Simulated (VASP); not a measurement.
# W (Im-3m) in VASP: notebook, part 2 of 2

VASP 6.6.1.

## 3. Relaxation of cell and atoms, PBE

This run uses another cell than the first one, of 15.95 Å³/atom, 1.007 times its volume.

The input, INCAR:

```
SYSTEM = W
  ALGO = Fast
  EDIFF = 1E-7
  EDIFFG = -0.002
  ENCUT = 520
  GGA = PE
  IBRION = 2
  ISIF = 3
  ISMEAR = 0
  LASPH = .True.
  LCHARG = .False.
  LREAL = .False.
  LWAVE = .False.
  NELM = 80
  NSW = 80
  PREC = Accurate
  SIGMA = 0.1
```

The input, KPOINTS:

```
k-points
0
Gamma
  18 18 18
  0 0 0
```

The input, POSCAR:

```
W                                       
1.0
   -1.5857950539      1.5857950539      1.5857950539
    1.5857950539     -1.5857950539      1.5857950539
    1.5857950539      1.5857950539     -1.5857950539
  W             
     1
Direct
     0.0000000000000000    0.0000000000000000    0.0000000000000000
```

Potentials or basis: VASP PAW PBE potentials, release 64 (W).

The run is started by

```console
cat potpaw_PBE.64/W/POTCAR > POTCAR
mpirun -np 1 vasp_std > vasp.out
```

OUTCAR:

```text
SYSTEM = W
   EDIFF = 1E-7
   EDIFFG = -0.002
   ENCUT = 520
   GGA = PE
   IBRION = 2
   ISIF = 3
   ISMEAR = 0
   LASPH = .True.
   LREAL = .False.
   NELM = 80
   NSW = 80
   PREC = Accurate

 ion  position               nearest neighbor table
   1  0.000  0.000  0.000-

  LATTYP: Found a body centered cubic cell.
 ALAT       =     3.1715901078

  Lattice vectors:

 A1 = (  -1.5857950539,   1.5857950539,   1.5857950539)
 A2 = (   1.5857950539,  -1.5857950539,   1.5857950539)
 A3 = (   1.5857950539,   1.5857950539,  -1.5857950539)

Analysis of symmetry for initial positions (statically):
=====================================================================
 Subroutine PRICEL returns:
 Original cell was already a primitive cell.

 Routine SETGRP: Setting up the symmetry group for a
 body centered cubic supercell.

 Subroutine GETGRP returns: Found 48 space group operations
 (whereof 48 operations were pure point group operations)
 out of a pool of 48 trial point group operations.

The static configuration has the point symmetry O_h .

Analysis of symmetry for dynamics (positions and initial velocities):
=====================================================================
 Subroutine PRICEL returns:
 Original cell was already a primitive cell.

 Routine SETGRP: Setting up the symmetry group for a
 body centered cubic supercell.

 Subroutine GETGRP returns: Found 48 space group operations
 (whereof 48 operations were pure point group operations)
 out of a pool of 48 trial point group operations.

The dynamic configuration has the point symmetry O_h .

 Subroutine INISYM returns: Found 48 space group operations
 (whereof 48 operations are pure point group operations),
 and found     1 'primitive' translations

----------------------------------------------------------------------------------------

                                     Primitive cell

  volume of cell :      15.9515

  direct lattice vectors                    reciprocal lattice vectors
    -1.585795054  1.585795054  1.585795054     0.000000000  0.315299256  0.315299256
     1.585795054 -1.585795054  1.585795054     0.315299256  0.000000000  0.315299256
     1.585795054  1.585795054 -1.585795054     0.315299256  0.315299256  0.000000000

  length of vectors
     2.746677604  2.746677604  2.746677604     0.445900483  0.445900483  0.445900483

  position of ions in fractional coordinates (direct lattice)
     0.000000000  0.000000000  0.000000000

  ion indices of the primitive-cell ions
   primitive index   ion index
                 1           1

----------------------------------------------------------------------------------------

 KPOINTS: k-points

Automatic generation of k-mesh.
 Grid dimensions read from file:
 generate k-points for:   18   18   18

 Generating k-lattice:

  Cartesian coordinates                     Fractional coordinates (reciprocal lattice)
     0.000000000  0.017516625  0.017516625     0.055555556  0.000000000  0.000000000
     0.017516625  0.000000000  0.017516625     0.000000000  0.055555556  0.000000000
     0.017516625  0.017516625  0.000000000     0.000000000  0.000000000  0.055555556

  Length of vectors
     0.024772249  0.024772249  0.024772249

  Shift w.r.t. Gamma in fractional coordinates (k-lattice)
     0.000000000  0.000000000  0.000000000

 Subroutine IBZKPT returns following result:
 ===========================================

 Found    195 irreducible k-points:

 Following reciprocal coordinates:
            Coordinates               Weight
  0.000000  0.000000  0.000000      1.000000
  0.055556  0.000000  0.000000     12.000000
  0.111111  0.000000  0.000000     12.000000
  0.166667  0.000000  0.000000     12.000000
  0.222222  0.000000  0.000000     12.000000
  0.277778  0.000000  0.000000     12.000000
[... 16 lines left out ...]
  0.333333  0.111111 -0.000000     48.000000
  0.388889  0.111111  0.000000     48.000000
 [... further k-points ...]
   k-points           NKPTS =    195   k-points in BZ     NKDIM =    195   number of bands    NBANDS=      7
   number of dos      NEDOS =    301   number of ions     NIONS =      1
   total plane-waves  NPLWV =   8000
   dimension x,y,z NGX =    20 NGY =   20 NGZ =   20
   dimension x,y,z NGXF=    40 NGYF=   40 NGZF=   40
   ions per type =               1
   NGX,Y,Z   is equivalent  to a cutoff of  12.11, 12.11, 12.11 a.u.
   NGXF,Y,Z  is equivalent  to a cutoff of  24.21, 24.21, 24.21 a.u.
 SYSTEM =  W
   PREC   = accura    normal or accurate (medium, high low for compatibility)
   ISTART =      0    job   : 0-new  1-cont  2-samecut
   ICHARG =      2    charge: 1-file 2-atom 10-const
   ISPIN  =      1    spin polarized calculation?
   LNONCOLLINEAR =      F non collinear calculations
   LSORBIT =      F    spin-orbit coupling
   LASPH  =      T    aspherical Exc in radial PAW
   ENCUT  =  520.0 eV  38.22 Ry    6.18 a.u.   5.11  5.11  5.11*2*pi/ulx,y,z
   NELM   =     80;   NELMIN=  2; NELMDL= -5     # of ELM steps
   EDIFF  = 0.1E-06   stopping-criterion for ELM
   LREAL  =      F    real-space projection
   EDIFFG = -.2E-02   stopping-criterion for IOM
   NSW    =     80    number of steps for IOM
   IBRION =      2    ionic relax: 0-MD 1-quasi-New 2-CG
   NFREE  =      1    steps in history (QN), initial steepest desc. (CG)
   ISIF   =      3    stress and relaxation
   ISYM   =      2    0-nonsym 1-usesym 2-fastsym
   POTIM  = 0.5000    time-step for ionic-motion
   TEBEG  =    0.0;   TEEND  =   0.0 temperature during run
   PSTRESS=    0.0 pullay stress
   NELECT =       6.0000    total number of electrons
   NUPDOWN=      -1.0000    fix difference up-down
   EMIN   =  10.00;   EMAX   =-10.00  energy-range for DOS
   EFERMI =   0.00;   METHOD = LEGACY
   ISMEAR =     0;   SIGMA  =   0.10  broadening in eV -4-tet -1-fermi 0-gaus
   EFERMI_NEDOS =   21; number of points for ismear=-14 and -15
   IALGO  =     68    algorithm
   IMIX   =      4    mixing-type and parameters
     AMIX     =   0.40;   BMIX     =  1.00
     AMIX_MAG =   1.60;   BMIX_MAG =  1.00
  volume/ion in A,a.u.               =      15.95       107.65
  Fermi-wavevector in a.u.,A,eV,Ry     =   1.181748  2.233180 19.000920  1.396528
  Thomas-Fermi vector in A             =   2.318015
   LORBIT       =      0    0 simple, 1 ext, 2 COOP (PROOUT), +10 PAW based schemes
   GGA     = PE    functional components
   LHFCALC =     F    Hartree Fock is set to
   AEXX    =    0.0000 exact exchange contribution
   IVDW    =     0    specifies the selected vdW correction
   LEPSILON=     F    determine dielectric tensor
   LRPA    =     F    only Hartree local field effects (RPA)
 conjugate gradient relaxation of ions
 non-spin polarized calculation
 RMM-DIIS sequential band-by-band and
 Gauss-broadening in eV      SIGMA  =   0.10
  energy-cutoff  :      520.00
  volume of cell :       15.95
 maximum number of plane-waves:       444
   NGX = 11   NGY = 11   NGZ = 11

 number of electron       6.0000001 magnetization

 Free energy of the ion-electron system (eV)
  ---------------------------------------------------
  ext. energy  EPLUGINS =         0.00000000
  ---------------------------------------------------
  free energy    TOTEN  =       -13.01820015 eV

  energy without entropy =      -13.01474166  energy(sigma->0) =      -13.01647090

 E-fermi :   7.7477     XC(G=0): -13.1088

 val. band max:        7.7421783249   @ k =  -0.2778   0.3333   0.2222
 cond. band min:       7.7759873087   @ k =   0.5000   0.5000   0.2222
 fundamental gap:      0.0338089838
 Fermi energy:         7.7477147432

 k-point     1 :       0.0000    0.0000    0.0000
  band No.  band energies     occupation
      1      -1.8314      2.00000
      2       6.5125      2.00000
      3       6.5125      2.00000
      4       6.5125      2.00000
      5       9.9632      0.00000
      6       9.9632      0.00000
      7      22.9540      0.00000
[... 221 lines left out ...]
 k-point    24 :       0.3889    0.1111    0.0000
  band No.  band energies     occupation
      1       1.9591      2.00000
      2       4.3585      2.00000
      3       7.1489      2.00000
      4       9.7411      0.00000
      5      11.0478      0.00000
      6      14.0899      0.00000
      7      18.6125      0.00000

 [... further k-points ...]

------------------------ aborting loop because EDIFF is reached ----------------------------------------

  FORCE on cell =-STRESS in cart. coord.  units (eV):
  Direction    XX          YY          ZZ          XY          YZ          ZX
  --------------------------------------------------------------------------------------
  -------------------------------------------------------------------------------------
  Total        0.0001921      0.0001921      0.0001921     -0.0000000      0.0000000      0.0000000
  in kB        0.0192988      0.0192988      0.0192988     -0.0000000      0.0000000      0.0000000
  external PRESSURE =       0.0192988 kB  Pullay stress =       0.0000000 kB

 VOLUME and BASIS-vectors are now :
 -----------------------------------------------------------------------------
  energy-cutoff  :      520.00
  volume of cell :       15.95
      direct lattice vectors                 reciprocal lattice vectors
    -1.585795054  1.585795054  1.585795054     0.000000000  0.315299256  0.315299256
     1.585795054 -1.585795054  1.585795054     0.315299256  0.000000000  0.315299256
     1.585795054  1.585795054 -1.585795054     0.315299256  0.315299256  0.000000000

 POSITION                                       TOTAL-FORCE (eV/Angst)
 -----------------------------------------------------------------------------------
      0.00000      0.00000      0.00000         0.000000      0.000000      0.000000
 -----------------------------------------------------------------------------------
    total drift:                               -0.000000     -0.000000      0.000000

  FREE ENERGIE OF THE ION-ELECTRON SYSTEM (eV)
  ---------------------------------------------------
  free  energy   TOTEN  =       -13.0182001460 eV

  energy  without entropy=      -13.0147416637  energy(sigma->0) =      -13.01647090

 reached required accuracy - stopping structural energy minimisation
```

Run time: 17 s. Hardware: 1 thread of AMD EPYC 7R13 (Zen 3), shared host; peak memory 0.11 GiB.

What came out:

* Free energy: -13.0182 eV
* Pressure after relaxing: 0.0 GPa
* Band gap on the k mesh: none (metal or under the smearing width)

Final structure:
```cif
data_structure
_symmetry_space_group_name_H-M 'P 1'
_symmetry_Int_Tables_number 1
_cell_length_a 2.7467
_cell_length_b 2.7467
_cell_length_c 2.7467
_cell_angle_alpha 109.471
_cell_angle_beta 109.471
_cell_angle_gamma 109.471
_cell_volume 15.95
loop_
_atom_site_label
_atom_site_type_symbol
_atom_site_fract_x
_atom_site_fract_y
_atom_site_fract_z
_atom_site_occupancy
W1 W 0.00000 0.00000 0.00000 1
```

Levels at points of the mesh, in eV from the Fermi level:
```csv
k point,band 1,band 2,band 3,band 4,band 5,band 6
"(0.00, 0.00, 0.00)",-9.58,-1.24,-1.24,-1.24,2.22,2.22
"(0.50, 0.00, 0.00)",-6.22,-3.54,0.67,2.11,3.07,6.04
"(0.50, 0.50, 0.50)",-5.77,-5.77,5.07,5.07,5.07,8.32
```

Caveat: the relaxation stopped at its first step, so nothing moved. Spin-orbit coupling is left out, which matters for the levels of W.

## 4. Single point, PBE

This run uses another cell than the first one, of 15.95 Å³/atom, 1.007 times its volume.

The input, INCAR:

```
SYSTEM = W
  ALGO = Fast
  EDIFF = 1E-7
  ENCUT = 520
  GGA = PE
  ISIF = 2
  ISMEAR = 0
  LASPH = .TRUE.
  LCHARG = .FALSE.
  LREAL = .FALSE.
  LWAVE = .FALSE.
  NELM = 80
  PREC = Accurate
  SIGMA = 0.1
```

The input, KPOINTS:

```
k-points
0
G
  18 18 18
  0 0 0
```

POSCAR is that of step 3.

The run is started by

```console
cat potpaw_PBE.64/W/POTCAR > POTCAR
mpirun -np 1 vasp_std > vasp.out
```

Run time: 18 s. Hardware: 1 thread of AMD EPYC 7R13 (Zen 3), shared host; peak memory 0.11 GiB.

It converged, with:

```yaml
Free_energy: -13.0182 eV
Pressure: 0.0 GPa
Band_gap_on_the_k_mesh: none (metal or under the smearing width)
```

Levels at points of the mesh, in eV from the Fermi level:
| k point | band 1 | band 2 | band 3 | band 4 | band 5 | band 6 | band 7 |
| --- | --- | --- | --- | --- | --- | --- | --- |
| (0.00, 0.00, 0.00) | -9.58 | -1.24 | -1.24 | -1.24 | 2.22 | 2.22 | 15.21 |
| (0.50, 0.00, 0.00) | -6.22 | -3.54 | 0.67 | 2.11 | 3.07 | 6.04 | 11.89 |
| (0.50, 0.50, 0.50) | -5.77 | -5.77 | 5.07 | 5.07 | 5.07 | 8.32 | 8.32 |

The run has no spin-orbit coupling, so splittings on W are missing.

## 5. Single point, PBE (a relaxed cell with its volume scaled by 0.97)

INCAR is that of step 4.

KPOINTS is that of step 4.

The input, POSCAR:

```
W                                       
1.0
   -1.5697758268      1.5697758268      1.5697758268
    1.5697758268     -1.5697758268      1.5697758268
    1.5697758268      1.5697758268     -1.5697758268
  W             
     1
Direct
     0.0000000000000000    0.0000000000000000    0.0000000000000000
```

The run is started by

```console
cat potpaw_PBE.64/W/POTCAR > POTCAR
mpirun -np 1 vasp_std > vasp.out
```

It took 18 s on 1 thread of AMD EPYC 7R13 (Zen 3), shared host; peak memory 0.11 GiB.

The run converged. Its results:

- Free energy: -13.0031 eV
- Pressure: 10.3 GPa
- Band gap on the k mesh: none (metal or under the smearing width)

Levels at points of the mesh, in eV from the Fermi level:
| k point | band 1 | band 2 | band 3 | band 4 | band 5 | band 6 | band 7 |
| --- | --- | --- | --- | --- | --- | --- | --- |
| (0.00, 0.00, 0.00) | -9.75 | -1.29 | -1.29 | -1.29 | 2.29 | 2.29 | 15.30 |
| (0.50, 0.00, 0.00) | -6.42 | -3.69 | 0.78 | 2.20 | 3.20 | 6.33 | 11.99 |
| (0.50, 0.50, 0.50) | -6.02 | -6.02 | 5.30 | 5.30 | 5.30 | 8.58 | 8.58 |

Spin-orbit coupling is left out, which matters for the levels of W.

## 6. Single point, PBE (a relaxed cell with its volume scaled by 1.03)

INCAR is that of step 5.

KPOINTS is that of step 5.

The input, POSCAR:

```
W                                       
1.0
   -1.6014970162      1.6014970162      1.6014970162
    1.6014970162     -1.6014970162      1.6014970162
    1.6014970162      1.6014970162     -1.6014970162
  W             
     1
Direct
     0.0000000000000000    0.0000000000000000    0.0000000000000000
```

Potentials or basis: VASP PAW PBE potentials, release 64 (W).

The run is started by

```console
cat potpaw_PBE.64/W/POTCAR > POTCAR
mpirun -np 1 vasp_std > vasp.out
```

Run time: 30 s. Hardware: 1 thread of AMD EPYC 7R13 (Zen 3), shared host; peak memory 0.13 GiB.

Results (log left out):

- Free energy: -13.0050 eV
- Pressure: -8.7 GPa
- Band gap on the k mesh: none (metal or under the smearing width)

Levels at points of the mesh, in eV from the Fermi level:
```tsv
k point	band 1	band 2	band 3	band 4	band 5	band 6	band 7
(0.00, 0.00, 0.00)	-9.41	-1.19	-1.19	-1.19	2.14	2.14	15.11
(0.50, 0.00, 0.00)	-6.02	-3.40	0.59	2.02	2.94	5.78	10.47
(0.50, 0.50, 0.50)	-5.53	-5.53	4.86	4.86	4.86	8.09	8.09
```

## 7. The runs side by side

| task | cell | gap on the mesh (eV) | pressure (GPa) |
| --- | --- | --- | --- |
| relaxation of cell and atoms | relaxed | none | 0.0 |
| single point | as given | none | 0.0 |
| single point | a relaxed cell with its volume scaled by 0.97 | none | 10.3 |
| single point | a relaxed cell with its volume scaled by 1.03 | none | -8.7 |

Alike in all rows: level PBE; potentials or basis VASP PAW PBE potentials, release 64 (W); no spin polarisation; k mesh 18 × 18 × 18; cutoff (eV) 520; smearing gaussian 0.1 eV.

Caveats: the relaxation stopped at its first step, so nothing moved (some runs).

Total energies depend on the potentials used, so only differences within one code and one set of settings carry meaning.
